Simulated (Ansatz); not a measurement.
Level of theory: DFT PBE, scalar-relativistic, plane waves, PAW (Ansatz 0.2.0). All cells share a 420 eV cutoff and Γ-centred k meshes spaced at most about 0.3 Å⁻¹ (about 0.25 or finer for metals, 2π included). No spin polarisation.

All energies are static (0 K, no zero-point motion).

Two forms of BiS₇ were relaxed alike.

A.

```cif
data_structure
_symmetry_space_group_name_H-M 'P4/m'
_symmetry_Int_Tables_number 83
_cell_length_a 5.7020
_cell_length_b 5.7020
_cell_length_c 5.6617
_cell_angle_alpha 90.000
_cell_angle_beta 90.000
_cell_angle_gamma 90.000
_cell_volume 184.07
loop_
_atom_site_label
_atom_site_type_symbol
_atom_site_symmetry_multiplicity
_atom_site_Wyckoff_symbol
_atom_site_fract_x
_atom_site_fract_y
_atom_site_fract_z
_atom_site_occupancy
Bi1 Bi 1 b 0.00000 0.00000 0.50000 1
S1 S 4 j 0.54809 0.24559 0.00000 1
S2 S 2 f 0.00000 0.50000 0.50000 1
S3 S 1 a 0.00000 0.00000 0.00000 1
```

B.

```cif
data_structure
_symmetry_space_group_name_H-M 'P4/mmm'
_symmetry_Int_Tables_number 123
_cell_length_a 3.8315
_cell_length_b 3.8315
_cell_length_c 11.0403
_cell_angle_alpha 90.000
_cell_angle_beta 90.000
_cell_angle_gamma 90.000
_cell_volume 162.07
loop_
_atom_site_label
_atom_site_type_symbol
_atom_site_symmetry_multiplicity
_atom_site_Wyckoff_symbol
_atom_site_fract_x
_atom_site_fract_y
_atom_site_fract_z
_atom_site_occupancy
Bi1 Bi 1 a 0.00000 0.00000 0.00000 1
S1 S 2 h 0.50000 0.50000 0.28494 1
S2 S 1 c 0.50000 0.50000 0.00000 1
S3 S 2 g 0.00000 0.00000 0.27769 1
S4 S 1 b 0.00000 0.00000 0.50000 1
S5 S 1 d 0.50000 0.50000 0.50000 1
```

**Question.** Which would you expect to be lower, and how large is the difference?

**Answer.** A is lower, by 55 meV/atom. A has space group P4/m (No. 83), 23.0 Å³/atom and no gap on its mesh; B has space group P4/mmm (No. 123), 20.3 Å³/atom and no gap. Counting S atoms around Bi (those within 1.25 times the shortest such distance or 1.15 times the sum of covalent radii; a plus sign parts nearer from farther groups), A has Bi 6 and B has Bi 4+2. A and B both hold S–S units of three or more atoms. The lower one is the more open, so pressure narrows the difference. Even the lower one lies +0.38 eV/atom against the reference forms of the elements (uncorrected), so neither is stable at this level. Both come from invented guesses. The lowest form computed isn't among them: it has space group P1 (No. 1), 34.3 Å³/atom and lies 0.33 eV/atom below the best shown.

These runs have no spin–orbit coupling, which can matter for Bi. In P4/m, P4/mmm an odd number of electrons in the primitive cell allows no gap without spin; a larger cell or a magnetic state could open one. Cells relaxed within their symmetry can be saddle points. Some candidate types were left out of the draw beforehand, so a known form may be missing.
